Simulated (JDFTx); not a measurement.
Crystal: TiB2.

```
Ti B
1.0
     3.02920    0.00000    0.00000
    -1.51460    2.62336    0.00000
     0.00000    0.00000    3.22840
Ti B
1 2
Direct
  0.00000 0.00000 0.00000
  0.66667 0.33333 0.50000
  0.33333 0.66667 0.50000
```

Program: JDFTx 1.7.0 (patched build). Alike in all runs: task single point; potentials or basis SG15-PBE-1.2 with smoothed tails; no spin polarisation; cell as given; k mesh 6 × 6 × 5; cutoff (eV) 1088; smearing fermi-dirac 0.05 eV; the mesh is coarse, so values aren't converged.

Problem. Order these runs on this cell by their pressure, lowest first.
A. level PBEsol
B. level r2SCAN
C. level LDA

Solution. C (-7.7 GPa), A (-4.7 GPa), B (-2.4 GPa).

Caveats: all runs use coarse meshes; the potentials were made for another functional, which shifts forces and pressure.
